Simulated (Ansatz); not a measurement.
Rocksalt SrO, relaxed with r2SCAN in the plane-wave code Ansatz: it is cubic, Fm-3m (No. 225); conventional cell a = 5.160 Å, 17.17 Å³ an atom. Sr is surrounded by 6 O at 2.58 Å; O is surrounded by 6 Sr at 2.58 Å. The primitive cell holds 2 atoms in 34.34 Å³. Calculated for a static, non-magnetic cell.

Computed values: Without spin-orbit coupling PBE's valence top is a threefold level at Γ and the gap is 3.318 eV; with it the level splits into four states above two, Δ₀ = 0.061 eV apart. HSE06+SOC (6×6×6) gives a least gap of 4.77 eV and a least direct gap of 4.85 eV. r2SCAN's ε∞ is 3.52. On the PBEsol cell (Ω = 33.60 Å³ for two atoms) PBEsol gives ω_TO = 202.7 cm⁻¹, Z* = ±2.457 and ε∞ = 3.868.

**Question.** What is the density?

**Answer.** The cell holds 1 Sr, 1 O: M = 1×87.620 + 1×15.999 = 103.62 u in V = 34.34 Å³. ρ = 1.66054 × M/V = 1.66054 × 103.62/34.34 = 5.011 g/cm³, for the static r2SCAN lattice.

**Question.** If the centre of gravity stays and the conduction band doesn't move, what gap follows with spin-orbit coupling?

**Answer.** The fourfold level rises by Δ₀/3 = 0.020 eV and the twofold one falls by 2Δ₀/3, so E_g ≈ 3.318 − 0.020 = 3.298 eV. The PBE+SOC run gives 3.298 eV, 0.000 eV from the estimate.

**Question.** At what wavelength does absorption set in by HSE06+SOC, excitons left aside?

**Answer.** λ = 1239.84 eV nm/E: 260 nm for the least gap, where it needs phonons and is weak, and 256 nm for direct transitions. That lies in the ultraviolet, so by this gap the crystal is transparent to visible light.

**Question.** What refractive index and reflectivity at normal incidence follow, below the gap and above the phonons?

**Answer.** n = √3.52 = 1.876; R = ((n − 1)/(n + 1))² = (0.876/2.876)² = 9.3 % a face.

**Question.** Work out the longitudinal frequency.

**Answer.** ω_LO² − ω_TO² = 4π Z*² e²/(ε∞ μ Ω), with μ = 87.62×16.00/103.62 = 13.529 u and e² = 14.400 eV Å; √(eV/(u Å²)) is 521.47 cm⁻¹. That gives 1.69e+05 cm⁻², so ω_LO = √(202.7² + 1.69e+05) = 458.3 cm⁻¹; the program prints 458.3.

**Question.** What static dielectric constant follows from Lyddane-Sachs-Teller, and how strong is the polar coupling 1/ε∞ − 1/ε⁰?

**Answer.** ε⁰ = ε∞ (ω_LO/ω_TO)² = 3.868 × (458.3/202.7)² = 19.77 (the run: 19.77). 1/ε∞ − 1/ε⁰ = 0.2585 − 0.0506 = 0.2080, the factor that enters the Fröhlich constant.

Only the levels marked +SOC include spin-orbit coupling.

The meshes of the hybrids are coarse, so their gaps aren't converged to the digits shown.
